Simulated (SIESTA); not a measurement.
# HfO2 (P2_1/c) in SIESTA: a series of runs, part 2 of 2

SIESTA 5.4.2. The steps go on from the part before.

## (3) Single point, LDA, 10.84 Å³/atom

Input file HfO2.fdf:

```
SystemName                      HfO2
SystemLabel                     HfO2
NumberOfSpecies                 2
NumberOfAtoms                   12
%block ChemicalSpeciesLabel
  1  72 Hf
  2   8 O
%endblock ChemicalSpeciesLabel

LatticeConstant                 1.0 Ang
%block LatticeVectors
     5.0135217044     0.0000000000     0.0000000000
     0.0000000000     5.0798396840     0.0000000000
    -0.8411344054     0.0000000000     5.1074318236
%endblock LatticeVectors
AtomicCoordinatesFormat         Fractional
%block AtomicCoordinatesAndAtomicSpecies
     0.2755000000     0.4603000000     0.7080000000  1  Hf
     0.7245000000     0.9603000000     0.7920000000  1  Hf
     0.7245000000     0.5397000000     0.2920000000  1  Hf
     0.2755000000     0.0397000000     0.2080000000  1  Hf
     0.0742000000     0.1684000000     0.8467000000  2  O
     0.9258000000     0.6684000000     0.6533000000  2  O
     0.9258000000     0.8316000000     0.1533000000  2  O
     0.0742000000     0.3316000000     0.3467000000  2  O
     0.4487000000     0.7419000000     0.9801000000  2  O
     0.5513000000     0.2419000000     0.5199000000  2  O
     0.5513000000     0.2581000000     0.0199000000  2  O
     0.4487000000     0.7581000000     0.4801000000  2  O
%endblock AtomicCoordinatesAndAtomicSpecies

%block kgrid.MonkhorstPack
    4   0   0  0.0
    0   4   0  0.0
    0   0   4  0.0
%endblock kgrid.MonkhorstPack
XC.Functional                   LDA
XC.Authors                      PW92
PAO.BasisSize                   DZP
PAO.EnergyShift                 0.003 Ry
Mesh.Cutoff                     800 Ry
OccupationFunction              FD
ElectronicTemperature           0.05 eV
MaxSCFIterations                120
SCF.MustConverge                false
SCF.Mixer.Method                Pulay
SCF.Mixer.Weight                0.25
SCF.Mixer.History               8
SCF.DM.Tolerance                5.0e-05
SCF.H.Tolerance                 1.0e-03 eV
WriteForces                     true
Charge.Mulliken                 end
%block PAO.Basis
  Hf 5
  n=5 0 2
    3.241 0.000
  n=6 0 2
    8.098 0.000
  n=5 1 2
    3.929 0.000
  n=6 1 1
    8.098
  n=5 2 2
    7.811 0.000
%endblock PAO.Basis
```

Potentials or basis: PseudoDojo 0.4 standard (LDA files), DZP (energy shift 0.003 Ry; two zetas on semicore shells).

Run with:

```console
$ siesta HfO2.fdf > HfO2.out 2>&1
```

HfO2.out:

```text
Version         : 5.4.2

[... 6 lines left out ...]
 NOTE: Please see the manual for full details and compatibility measures.

reinit: Reading from file HfO2.fdf

reinit: -----------------------------------------------------------------------
reinit: System Name: HfO2
reinit: -----------------------------------------------------------------------
reinit: System Label: HfO2
reinit: -----------------------------------------------------------------------

initatom: Reading input for the pseudopotentials and atomic orbitals ----------
Species number:   1 Atomic number:   72 Label: Hf
Species number:   2 Atomic number:    8 Label: O

Ground state valence configuration (from tables):   6s02  6p00  5d02  5f00
Ground state valence configuration (from tables):   2s02  2p04  3d00  4f00

---- Processing specs for species: Hf
Reading pseudopotential information in PSML from:
  Hf.psml
PSML file version: 1.1
Using libxc ids:    1  12
LDA--PW92 XC_LDA_X--XC_LDA_C_PW pw
Semicore shell(s) with  8 electrons included in the valence for Hf

---- Processing specs for species: O
Reading pseudopotential information in PSML from:
  O.psml
PSML file version: 1.1
Using libxc ids:    1  12
LDA--PW92 XC_LDA_X--XC_LDA_C_PW pw

---- Pseudopotential check for Hf

Pseudized shells:
5s( 2.00) rc: 1.70
5p( 6.00) rc: 1.70
5d( 2.00) rc: 1.70
5f( 0.00) rc: 2.40
Valence configuration for ps generation: 5s:5p:5d:6s: Total charge:  12.000000
[... 681 lines left out ...]

    Orbital volume contribution        =           8.336090 eV
    (Free)E + p_basis*V_orbitals       =       -9751.716745 eV
    (Free)Eharris+ p_basis*V_orbitals  =       -9751.716745 eV

mulliken: Atomic and Orbital Populations:

Species: Hf
Atom  Qatom  Qorb
               5s      5s      6s      6s      5py     5pz     5px     5py
               5pz     5px     6py     6pz     6px     5dxy    5dyz    5dz2
               5dxz    5dx2-y2 5dxy    5dyz    5dz2    5dxz    5dx2-y2
   1 10.278   1.893   0.035   0.453  -0.108   1.935   1.935   1.933   0.052
              0.052   0.053   0.077   0.088   0.078   0.443   0.424   0.296

              0.306   0.204  -0.012  -0.026   0.038   0.048   0.080
   2 10.278   1.893   0.035   0.453  -0.108   1.935   1.935   1.933   0.052
              0.052   0.053   0.077   0.088   0.078   0.443   0.424   0.296
[... 5 lines left out ...]
              0.306   0.204  -0.012  -0.026   0.038   0.048   0.080
   4 10.278   1.893   0.035   0.453  -0.108   1.935   1.935   1.933   0.052
              0.052   0.053   0.077   0.088   0.078   0.443   0.424   0.296

              0.306   0.204  -0.012  -0.026   0.038   0.048   0.080

Species: O
Atom  Qatom  Qorb
               2s      2s      2py     2pz     2px     2py     2pz     2px
               3Pdxy   3Pdyz   3Pdz2   3Pdxz   3Pdx2-y2
   5  6.798   1.970  -0.134   1.844   1.928   1.880  -0.205  -0.270  -0.237
              0.005   0.004   0.004   0.004   0.004
   6  6.798   1.970  -0.134   1.844   1.928   1.880  -0.205  -0.270  -0.237
              0.005   0.004   0.004   0.004   0.004
   7  6.798   1.970  -0.134   1.844   1.928   1.880  -0.205  -0.270  -0.237
              0.005   0.004   0.004   0.004   0.004
   8  6.798   1.970  -0.134   1.844   1.928   1.880  -0.205  -0.270  -0.237
              0.005   0.004   0.004   0.004   0.004
   9  6.924   2.002  -0.157   2.068   2.078   2.039  -0.385  -0.388  -0.358
              0.005   0.005   0.005   0.005   0.005
  10  6.924   2.002  -0.157   2.068   2.078   2.039  -0.385  -0.388  -0.358
              0.005   0.005   0.005   0.005   0.005
  11  6.924   2.002  -0.157   2.068   2.078   2.039  -0.385  -0.388  -0.358
              0.005   0.005   0.005   0.005   0.005
  12  6.924   2.002  -0.157   2.068   2.078   2.039  -0.385  -0.388  -0.358
              0.005   0.005   0.005   0.005   0.005

mulliken: Qtot =       96.000

Mulliken Atomic Populations:
Atom #   charge [q] valence [e]  Species
     1     1.721871   10.278129  Hf
     2     1.721871   10.278129  Hf
     3     1.721871   10.278129  Hf
     4     1.721871   10.278129  Hf
     5    -0.798204    6.798204  O
     6    -0.798204    6.798204  O
     7    -0.798204    6.798204  O
     8    -0.798204    6.798204  O
     9    -0.923667    6.923667  O
    10    -0.923667    6.923667  O
    11    -0.923667    6.923667  O
    12    -0.923667    6.923667  O
 Total    -0.000000

Job completed
```

Wall time 3.1 min (1 thread of Intel Xeon 6975P-C (Granite Rapids), shared host); peak memory 0.88 GiB.

What came out:

```yaml
Free_energy: -9760.0528 eV
Pressure: 10.5 GPa
Largest_force: 0.703 eV/Å
Band_gap_on_the_k_mesh: 3.99 eV, indirect (least direct gap 4.09 eV)
```

Caveat: short orbitals over semicore shells can move pressures by several GPa; spin-orbit coupling is left out, which moves the levels of the heavy elements; the basis of atomic orbitals isn't converged, which shifts pressures, moduli and gaps.

## (4) Single point, LDA, 11.07 Å³/atom

Edit HfO2.fdf of step 3 so:

```diff
@@ -11,5 +11,5 @@
 %block LatticeVectors
-     5.0135217044     0.0000000000     0.0000000000
-     0.0000000000     5.0798396840     0.0000000000
-    -0.8411344054     0.0000000000     5.1074318236
+     5.0488293586     0.0000000000     0.0000000000
+     0.0000000000     5.1156143815     0.0000000000
+    -0.8470580823     0.0000000000     5.1434008384
 %endblock LatticeVectors
```

Run with:

```console
$ siesta HfO2.fdf > HfO2.out 2>&1
```

It took 3 min on 1 thread of Intel Xeon 6975P-C (Granite Rapids), shared host; peak memory 0.86 GiB.

Results (log left out):

```yaml
Free_energy: -9760.1789 eV
Pressure: 4.3 GPa
Largest_force: 0.571 eV/Å
Band_gap_on_the_k_mesh: 3.92 eV, indirect (least direct gap 4.02 eV)
```

Caveat: short orbitals over semicore shells can move pressures by several GPa; spin-orbit coupling is left out, which moves the levels of the heavy elements; the basis of atomic orbitals isn't converged, which shifts pressures, moduli and gaps.

## (5) Single point, LDA, 11.30 Å³/atom

Edit HfO2.fdf of step 4 so:

```diff
@@ -11,5 +11,5 @@
 %block LatticeVectors
-     5.0488293586     0.0000000000     0.0000000000
-     0.0000000000     5.1156143815     0.0000000000
-    -0.8470580823     0.0000000000     5.1434008384
+     5.0836499717     0.0000000000     0.0000000000
+     0.0000000000     5.1508955956     0.0000000000
+    -0.8529000468     0.0000000000     5.1788736893
 %endblock LatticeVectors
```

Run with:

```console
$ siesta HfO2.fdf > HfO2.out 2>&1
```

It took 2.9 min on 1 thread of Intel Xeon 6975P-C (Granite Rapids), shared host; peak memory 0.85 GiB.

It converged, with:

```yaml
Free_energy: -9760.2034 eV
Pressure: -1.3 GPa
Largest_force: 0.500 eV/Å
Band_gap_on_the_k_mesh: 3.85 eV, indirect (least direct gap 3.95 eV)
```

Caveat: short orbitals over semicore shells can move pressures by several GPa; spin-orbit coupling is left out, which moves the levels of the heavy elements; the basis of atomic orbitals isn't converged, which shifts pressures, moduli and gaps.

## (6) Single point, LDA, 11.53 Å³/atom

Edit HfO2.fdf of step 5 so:

```diff
@@ -11,5 +11,5 @@
 %block LatticeVectors
-     5.0836499717     0.0000000000     0.0000000000
-     0.0000000000     5.1508955956     0.0000000000
-    -0.8529000468     0.0000000000     5.1788736893
+     5.1180000000     0.0000000000     0.0000000000
+     0.0000000000     5.1857000000     0.0000000000
+    -0.8586630598     0.0000000000     5.2138671406
 %endblock LatticeVectors
```

Potentials or basis: PseudoDojo 0.4 standard (LDA files), DZP (energy shift 0.003 Ry; two zetas on semicore shells).

Run with:

```console
$ siesta < HfO2.fdf > HfO2.out 2>&1
```

Run time: 2.8 min. Hardware: 1 thread of Intel Xeon 6975P-C (Granite Rapids), shared host; peak memory 0.83 GiB.

It converged, with:

```yaml
Free_energy: -9760.1366 eV
Pressure: -6.3 GPa
Largest_force: 0.439 eV/Å
Band_gap_on_the_k_mesh: 3.79 eV, indirect (least direct gap 3.88 eV)
```

Caveat: short orbitals over semicore shells can move pressures by several GPa; spin-orbit coupling is left out, which moves the levels of the heavy elements; the basis of atomic orbitals isn't converged, which shifts pressures, moduli and gaps.

## (7) Single point, LDA, 11.76 Å³/atom

Edit HfO2.fdf of step 6 so:

```diff
@@ -11,5 +11,5 @@
 %block LatticeVectors
-     5.1180000000     0.0000000000     0.0000000000
-     0.0000000000     5.1857000000     0.0000000000
-    -0.8586630598     0.0000000000     5.2138671406
+     5.1518950275     0.0000000000     0.0000000000
+     0.0000000000     5.2200433850     0.0000000000
+    -0.8643497359     0.0000000000     5.2483970684
 %endblock LatticeVectors
```

Run with:

```console
$ siesta HfO2.fdf > HfO2.out 2>&1
```

It took 2.8 min on 1 thread of Intel Xeon 6975P-C (Granite Rapids), shared host; peak memory 0.82 GiB.

It converged, with:

```yaml
Free_energy: -9759.9878 eV
Pressure: -10.8 GPa
Largest_force: 0.391 eV/Å
Band_gap_on_the_k_mesh: 3.72 eV, indirect (least direct gap 3.82 eV)
```

Caveat: short orbitals over semicore shells can move pressures by several GPa; spin-orbit coupling is left out, which moves the levels of the heavy elements; the basis of atomic orbitals isn't converged, which shifts pressures, moduli and gaps.

## (8) Single point, LDA, 11.99 Å³/atom

Edit HfO2.fdf of step 7 so:

```diff
@@ -11,5 +11,5 @@
 %block LatticeVectors
-     5.1518950275     0.0000000000     0.0000000000
-     0.0000000000     5.2200433850     0.0000000000
-    -0.8643497359     0.0000000000     5.2483970684
+     5.1853498288     0.0000000000     0.0000000000
+     0.0000000000     5.2539407204     0.0000000000
+    -0.8699625537     0.0000000000     5.2824785238
 %endblock LatticeVectors
```

Run with:

```console
$ siesta < HfO2.fdf > HfO2.out 2>&1
```

Wall time 2.6 min (1 thread of Intel Xeon 6975P-C (Granite Rapids), shared host); peak memory 0.81 GiB.

It converged, with:

- Free energy: -9759.7656 eV
- Pressure: -14.8 GPa
- Largest force: 0.355 eV/Å
- Band gap on the k mesh: 3.66 eV, indirect (least direct gap 3.75 eV)

Caveat: short orbitals over semicore shells can move pressures by several GPa; spin-orbit coupling is left out, which moves the levels of the heavy elements; the basis of atomic orbitals isn't converged, which shifts pressures, moduli and gaps.

## (9) Single point, LDA, 12.22 Å³/atom

Edit HfO2.fdf of step 8 so:

```diff
@@ -11,5 +11,5 @@
 %block LatticeVectors
-     5.1853498288     0.0000000000     0.0000000000
-     0.0000000000     5.2539407204     0.0000000000
-    -0.8699625537     0.0000000000     5.2824785238
+     5.2183784252     0.0000000000     0.0000000000
+     0.0000000000     5.2874062132     0.0000000000
+    -0.8755038659     0.0000000000     5.3161257910
 %endblock LatticeVectors
```

Potentials or basis: PseudoDojo 0.4 standard (LDA files), DZP (energy shift 0.003 Ry; two zetas on semicore shells).

Run with:

```console
$ siesta < HfO2.fdf > HfO2.out 2>&1
```

Run time: 2.7 min. Hardware: 1 thread of Intel Xeon 6975P-C (Granite Rapids), shared host; peak memory 0.84 GiB.

It converged, with:

| Quantity | Value |
| --- | --- |
| Free energy | -9759.4774 eV |
| Pressure | -18.4 GPa |
| Largest force | 0.335 eV/Å |
| Band gap on the k mesh | 3.60 eV, indirect (least direct gap 3.69 eV) |

Caveat: short orbitals over semicore shells can move pressures by several GPa; spin-orbit coupling is left out, which moves the levels of the heavy elements; the basis of atomic orbitals isn't converged, which shifts pressures, moduli and gaps.

## (10) Equation of state, LDA

No new run: the results of the series are fitted here.

Results:

```
Equilibrium volume                        : 11.24 Å³/atom
Bulk modulus at fixed shape and positions : 264 GPa
Pressure derivative of the bulk modulus   : 4.3
```

Energy against volume, from the lowest point:
```csv
volume (Å³/atom),energy (meV/atom)
10.840,12.55
11.070,2.04
11.301,0.00
11.532,5.57
11.762,17.97
11.993,36.49
12.223,60.50
```

Caveat: short orbitals over semicore shells can move pressures by several GPa; the cell was scaled at fixed shape and fractional positions, which overstates the stiffness of a crystal with free parameters, most of all of layers and chains; the basis of atomic orbitals isn't converged, which shifts pressures, moduli and gaps. Spin-orbit coupling is left out, which matters for the levels of Hf.

## (11) How close it comes

Step 2. Measured gap of HfO2: 5.54 eV (indirect; quoted in “Temperature dependence of self-trapped exciton luminescence in nanostructured hafnia powder”, 2021, arxiv:2112.02602). This calculation gives 3.79 eV (-1.75 eV). Spin-orbit coupling on Hf is left out. The value is that of LDA in an atomic basis (PseudoDojo 0.4 standard (LDA files), DZP (energy shift 0.003 Ry; two zetas on semicore shells)), whose error adds to the functional's,, without temperature or zero-point motion. Semilocal functionals fall short of measured gaps as a rule.
